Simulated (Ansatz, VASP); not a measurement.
One calculation of CdSe, two programs

```
Cd Se
1.0
     0.00000    2.87396    2.87396
     2.87396    0.00000    2.87396
     2.87396    2.87396    0.00000
Cd Se
1 1
Cartesian
  0.0412 -0.0040 -0.0327
  2.8531 2.8085 2.8768
```

Change from the starting cell: atoms moved at random, drawn with an rms of 0.05 Å.

Alike in both runs: task single point; functional PBE; k mesh 8 × 8 × 8; occupations fermi-dirac, width 0.05 eV; no spin polarisation.

|  | VASP | Ansatz |
| --- | --- | --- |
| version | VASP 6.6.1 | Ansatz 0.2.0 |
| potentials or method | VASP PAW PBE potentials, release 64 (Cd, Se), cutoff 520 eV | all-electron LAPW, scalar-relativistic |

Ansatz gave:

| Item | Value |
| --- | --- |
| gap on the k mesh at the Fermi level (eV) | none |
| pressure (GPa) | -0.1 |
| largest component of the traceless stress (GPa) | 0.13 |
| rms of the force components (eV/Å) | 0.055 |

Question: What did VASP give for the same quantities?

Answer: gap on the k mesh at the Fermi level (eV): none; pressure (GPa): 0.2; largest component of the traceless stress (GPa): 0.13; rms of the force components (eV/Å): 0.060.

Atom by atom the forces differ by 0.004 eV/Å (rms over components). A gap of «none» marks a metal or a gap that the smearing closes. Ansatz ran all-electron here, so the differences hold the error of VASP's frozen core and of both bases.
